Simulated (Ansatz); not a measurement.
# HfO2: band gap under strain

How does strain move the band edges of HfO2 built on the fluorite prototype, and do the functionals agree on it? States: +2.0 % biaxial strain in the (111) plane, free along [111]; +3.0 % biaxial strain in the (111) plane, free along [111]; +4.0 % biaxial strain in the (111) plane, free along [111].

Code: Ansatz 0.2.0. PAW datasets, plane waves. The values are computed, spin-unpolarised, and not measurements.

## (1) The system as given

The unstrained cell was relaxed with r2SCAN; in each strained cell the atoms were relaxed again with r2SCAN. Names of k-points are those of the unstrained zone, where strain can split equivalent points. First state: +2.0 % biaxial strain in the (111) plane, free along [111].

Space group R-3m (No. 166), trigonal; conventional cell a = 3.648 Å, c = 8.560 Å, 10.96 Å³ an atom. Hf has 8 O at 2.16–2.22 Å; O has 4 Hf at 2.16–2.22 Å.

The structure in full:

```
CELL_PARAMETERS angstrom
-0.07255 2.50721 2.50721
2.50721 -0.07255 2.50721
2.50721 2.50721 -0.07255
ATOMIC_POSITIONS crystal
Hf 0.00000 0.00000 0.00000
O 0.25223 0.25223 0.25223
O 0.74777 0.74777 0.74777
```

From earlier runs on the unstrained cell: PBE 3.80 eV, r2SCAN 4.30 eV, HSE06 5.41 eV, r2SCAN+SOC 4.31 eV, G0W0 5.17 eV (on its mesh); a = 5.058 Å.

## (2) +2.0 % biaxial strain in the (111) plane, free along [111]: PBE

The input, input.yaml:

```yaml
crystal:
  lattice:
    - [-0.0725544609, 2.5072115048, 2.5072115048]
    - [2.5072115048, -0.0725544609, 2.5072115048]
    - [2.5072115048, 2.5072115048, -0.0725544609]
  atoms:
    - { symbol: Hf, position: [0.0, 0.0, 0.0] }
    - { symbol: O, position: [0.2522285212, 0.2522285212, 0.2522285212] }
    - { symbol: O, position: [0.7477714788, 0.7477714788, 0.7477714788] }
kpoints:
  mp_grid: { grid: [8, 8, 8] }
  band_path:
    path:
      - [0.0, 0.0, 0.0]
      - [0.5, 0.0, 0.5]
      - [0.625, 0.25, 0.625]
      - [0.375, 0.375, 0.75]
      - [0.5, 0.5, 0.5]
      - [0.5, 0.25, 0.75]
      - [0.0, 0.5, 0.5]
    npoints: 1
hamiltonian:
  xc: pbe
scf:
  occupations: { method: fermi_dirac, width: 0.02 }
  n_extra_bands: 4
output:
  forces: true
  stress: true
  eigenvalues: true
```

On the command line:

```
$ ansatz run input.yaml --threads 2 --pin off --max-ram 29491MiB --backend cpu --events-out ev --progress --plain --runs-dir out
```

After this run come: +2.0 % biaxial strain in the (111) plane, free along [111]: r2SCAN; +2.0 % biaxial strain in the (111) plane, free along [111]: HSE06; +2.0 % biaxial strain in the (111) plane, free along [111]: r2SCAN+SOC; +2.0 % biaxial strain in the (111) plane, free along [111]: r2SCAN; +2.0 % biaxial strain in the (111) plane, free along [111]: G0W0@PBE; +3.0 % biaxial strain in the (111) plane, free along [111]: PBE; +3.0 % biaxial strain in the (111) plane, free along [111]: r2SCAN; +3.0 % biaxial strain in the (111) plane, free along [111]: HSE06; +3.0 % biaxial strain in the (111) plane, free along [111]: r2SCAN+SOC; +3.0 % biaxial strain in the (111) plane, free along [111]: r2SCAN; +3.0 % biaxial strain in the (111) plane, free along [111]: G0W0@PBE; +4.0 % biaxial strain in the (111) plane, free along [111]: PBE; +4.0 % biaxial strain in the (111) plane, free along [111]: r2SCAN; +4.0 % biaxial strain in the (111) plane, free along [111]: HSE06; +4.0 % biaxial strain in the (111) plane, free along [111]: r2SCAN+SOC; +4.0 % biaxial strain in the (111) plane, free along [111]: r2SCAN; +4.0 % biaxial strain in the (111) plane, free along [111]: G0W0@PBE.

What does the calculation give?

As calculated:

Least gap in eV (negative: overlap), with the change from the unstrained cell in brackets. G0W0 is on its own coarse mesh.

| state | volume change (%) | PBE | r2SCAN | HSE06 | G0W0 |
| --- | --- | --- | --- | --- | --- |
| +2.0 % biaxial strain in the (111) plane, free along [111] | +1.6 | 3.78 (-0.02) | 4.27 (-0.03) | 5.37 (-0.04) | 5.13 (-0.04) |
| +3.0 % biaxial strain in the (111) plane, free along [111] | +2.5 | 3.77 (-0.03) | 4.26 (-0.04) | 5.36 (-0.05) | 5.12 (-0.05) |
| +4.0 % biaxial strain in the (111) plane, free along [111] | +3.4 | 3.77 (-0.03) | 4.26 (-0.04) | 5.36 (-0.05) | 5.11 (-0.06) |

What this shows: With HSE06, of the states in the table +4.0 % biaxial strain in the (111) plane, free along [111] shifts the gap most, by -0.049 eV. PBE and HSE06 differ by 1.61 eV on the unstrained gap, and by at most 0.02 eV on its change. Spin-orbit coupling is left out of the table, though the cell holds Hf (Z = 72); in an element this heavy it can shift bands and gaps by tenths of an eV. G0W0 here is at a finite number of bands, screening cutoff and k mesh, not at the basis limit.
